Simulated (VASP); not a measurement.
# Relaxed cell of HfO2: a test of cutoff and mesh, part 2 of 2

Aim: test the relaxed volume of HfO2 against cutoff and mesh. The starting structure is a measured crystal structure from the Crystallography Open Database. The first relaxation on each setting starts from this cell expanded by 3 % in volume.

VASP 6.6.1.

Results so far: reference 11.28 Å³ an atom; a cutoff of 400 eV 10.94 Å³ an atom.

## 4. Relaxation with a 3×3×3 mesh

Level of this step: PBEsol; plane waves and PAW (Hf_pv, O) (VASP).

Against step 2 the input has a 3×3×3 mesh (also changed: KPAR and NCORE). This run starts from the cell of an earlier relaxation, which isn't shown; the restart sets up the plane waves anew.

Contents of INCAR:

```
SYSTEM = HfO2
PREC = Accurate
ENCUT = 520
EDIFF = 1E-06
NELM = 100
ISMEAR = 0
SIGMA = 0.03
LREAL = .FALSE.
ALGO = Normal
GGA = PS
NBANDS = 56
LASPH = .TRUE.
LORBIT = 11
LWAVE = .FALSE.
LCHARG = .FALSE.
KPAR = 2
NCORE = 8
IBRION = 2
NSW = 50
ISIF = 3
EDIFFG = -0.006
```

Contents of POSCAR:

```
HfO2
1.0
    5.0765745082      0.0000000000     -0.0190432741
    0.0000000000      5.1571740312      0.0000000000
   -0.8576840531      0.0000000000      5.1745908979
Hf O
4 8
Direct
    0.2772685997      0.4573046643      0.7077418232
    0.7227314003      0.9573046643      0.7922581768
    0.7227314003      0.5426953357      0.2922581768
    0.2772685997      0.0426953357      0.2077418232
    0.4470686903      0.7417781619      0.9806325948
    0.5529313097      0.2417781619      0.5193674052
    0.5529313097      0.2582218381      0.0193674052
    0.4470686903      0.7582218381      0.4806325948
    0.0713932408      0.1623996454      0.8405084589
    0.9286067592      0.6623996454      0.6594915411
    0.9286067592      0.8376003546      0.1594915411
    0.0713932408      0.3376003546      0.3405084589
```

Contents of KPOINTS:

```
Automatic mesh
0
Gamma
3 3 3
0 0 0
```

Potentials, in the order of the species: Hf_pv and O (PBE family, release 64).

Run with:

```
mpirun -np 16 vasp_std
```

The program printed:

```text
[banner, memory and clock lines left out]
running   16 mpi-ranks, on    1 nodes
[...]
[... a notice as in an earlier step ...]

 LDA part: xc-table for (Slater+PW92), standard interpolation
 POSCAR, INCAR and KPOINTS ok, starting setup
[...]
entering main loop
       N       E                     dE             d eps       ncg     rms          rms(c)
DAV:   1     0.563149946253E+03    0.56315E+03   -0.50682E+04  1120   0.158E+03
DAV:   2    -0.111898757912E+03   -0.67505E+03   -0.65455E+03  1392   0.409E+02
DAV:   3    -0.146404801879E+03   -0.34506E+02   -0.34356E+02  1320   0.839E+01
DAV:   4    -0.146863491551E+03   -0.45869E+00   -0.45787E+00  1392   0.105E+01
[...]
DAV:  14    -0.127379425136E+03   -0.10473E-05   -0.15165E-05  1480   0.199E-02    0.357E-02
DAV:  15    -0.127379426148E+03   -0.10121E-05   -0.21861E-06  1008   0.705E-03    0.133E-02
DAV:  16    -0.127379425898E+03    0.24979E-06   -0.18893E-07   800   0.207E-03
   1 F= -.12737943E+03 E0= -.12737943E+03  d E =-.127379E+03
[...]
reached required accuracy - stopping structural energy minimisation
```

Elapsed: 12 s, on 16 MPI ranks of Intel Xeon Platinum 8259CL at 2.50GHz (Skylake/Cascade Lake), shared host; peak memory 2.2 GiB; 3 min of CPU time.

From OUTCAR (step 4):

```text
  Total        0.0395828      0.0132983      0.0364751      0.0000000      0.0000000     -0.0151916
  in kB        0.4684123      0.1573687      0.4316370      0.0000000      0.0000000     -0.1797733
  external PRESSURE =       0.3524727 kB  Pullay stress =       0.0000000 kB

 POSITION                                       TOTAL-FORCE (eV/Angst)
 -----------------------------------------------------------------------------------
      0.80056      2.35840      3.65699         0.004560     -0.001399     -0.001680
      2.98949      4.93699      4.08585        -0.004560     -0.001399      0.001680
      3.41833      2.79877      1.49855        -0.004560      0.001399      0.001680
      1.22940      0.22019      1.06970         0.004560      0.001399     -0.001680
      1.42850      3.82548      5.06586        -0.002793      0.000677      0.001218
      2.36154      1.24689      2.67698         0.002793      0.000677     -0.001218
      2.79039      1.33169      0.08969         0.002793     -0.000677     -0.001218
      1.85735      3.91028      2.47856        -0.002793     -0.000677      0.001218
     -0.35846      0.83752      4.34793        -0.001281     -0.002426      0.001137
      4.14851      3.41611      3.39492         0.001281     -0.002426     -0.001137
      4.57735      4.31965      0.80762         0.001281      0.002426     -0.001137
      0.07038      1.74106      1.76063        -0.001281      0.002426      0.001137
 -----------------------------------------------------------------------------------
    total drift:                               -0.000000      0.000000      0.000000

  FREE ENERGIE OF THE ION-ELECTRON SYSTEM (eV)
  ---------------------------------------------------
  free  energy   TOTEN  =      -127.3794258984 eV

  energy  without entropy=     -127.3794258984  energy(sigma->0) =     -127.37942590

[... 1 part as in an earlier step ...]

[... 3 further parts left out ...]
[key lines of the parts left out:]
E-fermi :   3.2891
```

With a 3×3×3 mesh the cell ends at 11.283 Å³ an atom, +0.00 % from the reference; the bulk modulus is 190.5 GPa against 188.1 GPa.

## 5. Relaxation with a cutoff of 680 eV

Against step 2 the input has ENCUT = 680. This run starts from the cell of an earlier relaxation, which isn't shown; the restart sets up the plane waves anew.

INCAR, as its differences from that of step 4:

```diff
@@ -2,3 +2,3 @@
 PREC = Accurate
-ENCUT = 520
+ENCUT = 680
 EDIFF = 1E-06
@@ -15,4 +15,4 @@
 LCHARG = .FALSE.
-KPAR = 2
-NCORE = 8
+KPAR = 8
+NCORE = 2
 IBRION = 2
```

Contents of POSCAR:

```
HfO2
1.0
    5.0742058862      0.0000000000     -0.0179967587
    0.0000000000      5.1566700268      0.0000000000
   -0.8562309355      0.0000000000      5.1721456128
Hf O
4 8
Direct
    0.2772876279      0.4573091439      0.7077532775
    0.7227123721      0.9573091439      0.7922467225
    0.7227123721      0.5426908561      0.2922467225
    0.2772876279      0.0426908561      0.2077532775
    0.4469749981      0.7417044181      0.9807290133
    0.5530250019      0.2417044181      0.5192709867
    0.5530250019      0.2582955819      0.0192709867
    0.4469749981      0.7582955819      0.4807290133
    0.0716145757      0.1619816925      0.8401079467
    0.9283854243      0.6619816925      0.6598920533
    0.9283854243      0.8380183075      0.1598920533
    0.0716145757      0.3380183075      0.3401079467
```

Contents of KPOINTS:

```
Automatic mesh
0
Gamma
4 4 4
0 0 0
```

Run with:

```
mpirun -np 16 vasp_std
```

The program printed:

```text
[... set-up lines as in an earlier step ...]
 entering main loop
       N       E                     dE             d eps       ncg     rms          rms(c)
DAV:   1     0.642594645680E+03    0.64259E+03   -0.58395E+04  3360   0.194E+03
DAV:   2    -0.106154590863E+03   -0.74875E+03   -0.72647E+03  4232   0.455E+02
DAV:   3    -0.146295486050E+03   -0.40141E+02   -0.39948E+02  3896   0.925E+01
DAV:   4    -0.146878297806E+03   -0.58281E+00   -0.58158E+00  4216   0.119E+01
[...]
DAV:  13    -0.127421464567E+03    0.20951E-04   -0.11683E-04  3960   0.473E-02    0.476E-02
DAV:  14    -0.127421465954E+03   -0.13863E-05   -0.13370E-05  4376   0.187E-02    0.372E-02
DAV:  15    -0.127421466891E+03   -0.93761E-06   -0.17598E-06  2632   0.650E-03
   1 F= -.12742147E+03 E0= -.12742147E+03  d E =-.127421E+03
[...]
reached required accuracy - stopping structural energy minimisation
```

It took 38 s on 16 MPI ranks; peak memory 5.4 GiB; 9.7 min of CPU time.

From OUTCAR (step 5):

```text
  Total       -0.0173169     -0.0434670     -0.0385752      0.0000000      0.0000000     -0.0276079
  in kB       -0.2051288     -0.5148932     -0.4569469      0.0000000      0.0000000     -0.3270328
  external PRESSURE =      -0.3923230 kB  Pullay stress =       0.0000000 kB

 POSITION                                       TOTAL-FORCE (eV/Angst)
 -----------------------------------------------------------------------------------
      0.80101      2.35819      3.65561         0.003930      0.000998     -0.001582
      2.98885      4.93653      4.08461        -0.003930      0.000998      0.001582
      3.41696      2.79848      1.49854        -0.003930     -0.000998      0.001582
      1.22913      0.22014      1.06954         0.003930     -0.000998     -0.001582
      1.42831      3.82472      5.06443        -0.002493      0.000988      0.001216
      2.36155      1.24639      2.67579         0.002493      0.000988     -0.001216
      2.78966      1.33195      0.08972         0.002493     -0.000988     -0.001216
      1.85643      3.91028      2.47836        -0.002493     -0.000988      0.001216
     -0.35594      0.83529      4.34387        -0.002168     -0.003848      0.002951
      4.14580      3.41362      3.39635         0.002168     -0.003848     -0.002951
      4.57391      4.32138      0.81028         0.002168      0.003848     -0.002951
      0.07218      1.74305      1.75780        -0.002168      0.003848      0.002951
 -----------------------------------------------------------------------------------
    total drift:                                0.000000     -0.000000      0.000000

  FREE ENERGIE OF THE ION-ELECTRON SYSTEM (eV)
  ---------------------------------------------------
  free  energy   TOTEN  =      -127.4214668912 eV

  energy  without entropy=     -127.4214668912  energy(sigma->0) =     -127.42146689

[... 2 parts as in an earlier step ...]

[... 2 further parts left out ...]
[key lines of the parts left out:]
E-fermi :   3.2978
```

With a cutoff of 680 eV the cell ends at 11.271 Å³ an atom, -0.10 % from the reference; the bulk modulus is 187.9 GPa against 188.1 GPa.

## 6. Relaxation with a 6×6×6 mesh

Against step 2 the input has a 6×6×6 mesh (also changed: KPAR and NCORE). This run starts from the cell of an earlier relaxation, which isn't shown; the restart sets up the plane waves anew.

INCAR, as its differences from that of step 5:

```diff
@@ -2,3 +2,3 @@
 PREC = Accurate
-ENCUT = 680
+ENCUT = 520
 EDIFF = 1E-06
@@ -15,4 +15,3 @@
 LCHARG = .FALSE.
-KPAR = 8
-NCORE = 2
+KPAR = 16
 IBRION = 2
```

Contents of POSCAR:

```
HfO2
1.0
    5.0765203668      0.0000000000     -0.0187818361
    0.0000000000      5.1575533533      0.0000000000
   -0.8574104567      0.0000000000      5.1740403950
Hf O
4 8
Direct
    0.2772661597      0.4572955471      0.7077408566
    0.7227338403      0.9572955471      0.7922591434
    0.7227338403      0.5427044529      0.2922591434
    0.2772661597      0.0427044529      0.2077408566
    0.4470513271      0.7417490285      0.9806666505
    0.5529486729      0.2417490285      0.5193333495
    0.5529486729      0.2582509715      0.0193333495
    0.4470513271      0.7582509715      0.4806666505
    0.0714560158      0.1622533526      0.8403484390
    0.9285439842      0.6622533526      0.6596515610
    0.9285439842      0.8377466474      0.1596515610
    0.0714560158      0.3377466474      0.3403484390
```

Contents of KPOINTS:

```
Automatic mesh
0
Gamma
6 6 6
0 0 0
```

Run with:

```
mpirun -np 16 vasp_std
```

The program printed:

```text
[banner, memory and clock lines left out]
running   16 mpi-ranks, on    1 nodes
[...]
|                                                                             |
|           W    W    AA    RRRRR   N    N  II  N    N   GGGG   !!!           |
|           W    W   A  A   R    R  NN   N  II  NN   N  G    G  !!!           |
|           W    W  A    A  R    R  N N  N  II  N N  N  G       !!!           |
|           W WW W  AAAAAA  RRRRR   N  N N  II  N  N N  G  GGG   !            |
|           WW  WW  A    A  R   R   N   NN  II  N   NN  G    G                |
|           W    W  A    A  R    R  N    N  II  N    N   GGGG   !!!           |
|                                                                             |
|     For optimal performance we recommend to set                             |
|       NCORE = 2 up to number-of-cores-per-socket                            |
|     NCORE specifies how many cores store one orbital (NPAR=cpu/NCORE).      |
|     This setting can greatly improve the performance of VASP for DFT.       |
[...]
|     calculations (for HF NCORE is supported but not extensively tested      |
|     yet).                                                                   |
|                                                                             |

 [... a notice as in an earlier step ...]

 LDA part: xc-table for (Slater+PW92), standard interpolation
 POSCAR, INCAR and KPOINTS ok, starting setup
[...]
entering main loop
       N       E                     dE             d eps       ncg     rms          rms(c)
DAV:   1     0.566849660353E+03    0.56685E+03   -0.50287E+04  8960   0.158E+03
DAV:   2    -0.111665532712E+03   -0.67852E+03   -0.65835E+03 11336   0.408E+02
DAV:   3    -0.146402033744E+03   -0.34737E+02   -0.34589E+02 10496   0.841E+01
DAV:   4    -0.146862354732E+03   -0.46032E+00   -0.45949E+00 11232   0.105E+01
[...]
DAV:  13    -0.127381294525E+03    0.22674E-04   -0.12119E-04 10496   0.478E-02    0.533E-02
DAV:  14    -0.127381295827E+03   -0.13022E-05   -0.14066E-05 11800   0.192E-02    0.365E-02
DAV:  15    -0.127381296786E+03   -0.95835E-06   -0.18714E-06  7192   0.663E-03
   1 F= -.12738130E+03 E0= -.12738130E+03  d E =-.127381E+03
[...]
reached required accuracy - stopping structural energy minimisation
```

Wall time 76 s (16 MPI ranks); peak memory 9.2 GiB.

Parts of OUTCAR (step 6):

```text
  Total        0.0306914      0.0033961      0.0239446      0.0000000      0.0000000     -0.0177462
  in kB        0.3632069      0.0401899      0.2833646      0.0000000      0.0000000     -0.2100113
  external PRESSURE =       0.2289204 kB  Pullay stress =       0.0000000 kB

 POSITION                                       TOTAL-FORCE (eV/Angst)
 -----------------------------------------------------------------------------------
      0.80072      2.35853      3.65667         0.005103      0.000315     -0.002363
      2.98968      4.93730      4.08561        -0.005103      0.000315      0.002363
      3.41839      2.79903      1.49859        -0.005103     -0.000315      0.002363
      1.22943      0.22025      1.06965         0.005103     -0.000315     -0.002363
      1.42863      3.82561      5.06561        -0.001838      0.001034      0.001394
      2.36177      1.24683      2.67667         0.001838      0.001034     -0.001394
      2.79048      1.33194      0.08965         0.001838     -0.001034     -0.001394
      1.85734      3.91072      2.47859        -0.001838     -0.001034      0.001394
     -0.35778      0.83683      4.34665        -0.000953     -0.002779      0.002487
      4.14818      3.41561      3.39562         0.000953     -0.002779     -0.002487
      4.57689      4.32072      0.80860         0.000953      0.002779     -0.002487
      0.07093      1.74195      1.75963        -0.000953      0.002779      0.002487
 -----------------------------------------------------------------------------------
    total drift:                                0.000000      0.000000     -0.000000

  FREE ENERGIE OF THE ION-ELECTRON SYSTEM (eV)
  ---------------------------------------------------
  free  energy   TOTEN  =      -127.3812967857 eV

  energy  without entropy=     -127.3812967857  energy(sigma->0) =     -127.38129679

[... 1 part as in an earlier step ...]

[... 3 further parts left out ...]
[key lines of the parts left out:]
E-fermi :   3.2759
```

With a 6×6×6 mesh the cell ends at 11.282 Å³ an atom, -0.01 % from the reference; the bulk modulus is 191.2 GPa against 188.1 GPa.

## 7. Comparison

```
               run  volume (Å³/atom)  change (%)  bulk modulus (GPa)  pressure left (GPa)  core minutes
         reference            11.283           -               188.1                 0.02         113.0
a cutoff of 400 eV            10.939       -3.05               180.5                 0.01         120.0
      a 3×3×3 mesh            11.283         0.0               190.5                 0.04          51.4
a cutoff of 680 eV            11.271        -0.1               187.9                -0.04         194.0
      a 6×6×6 mesh            11.282       -0.01               191.2                 0.02         350.0
```

Core minutes are wall time times ranks, summed over the relaxations behind a row (those for a bulk modulus apart), on shared hosts.

## 8. Outcome

| Property | Result |
| --- | --- |
| volume of the reference | 11.28 Å³/atom |
| volume against the reference, a cutoff of 400 eV | -3.05 % |
| volume against the reference, a 3×3×3 mesh | +0.00 % |
| volume against the reference, a cutoff of 680 eV | -0.10 % |
| volume against the reference, a 6×6×6 mesh | -0.01 % |

The volume moves most with a cutoff of 400 eV: -3.05 % against the reference (520 eV, 4×4×4 mesh). On finer settings it changes by -0.10 % with a cutoff of 680 eV and -0.01 % with a 6×6×6 mesh. The relaxations stop with up to 0.04 GPa left, which at the bulk modulus found here is 0.02 % of the volume, and more along a soft axis. That understates it: a restart alone still moved the volume by up to 1.2 %. A cell that shrinks at the lower cutoff is the usual mark of Pulay stress, the error that a plane-wave basis makes when it is kept while the volume changes. The bulk modulus is more sensitive: it changes by -4.0 % with a cutoff of 400 eV. Further runs on this material are not shown.

[Lines on the potential files, build, host, timing and source positions are cut from VASP's logs without a mark.]

[Logs are printed without paths, hosts, clocks, repeated set-up lines and the standing remarks that a program may print on its own settings, such as how far it seeks lower states.]

[Hosts, paths, dates, database ids (printed as entryN), source tags and the programs' standing remarks are cut or masked in the printed files.]
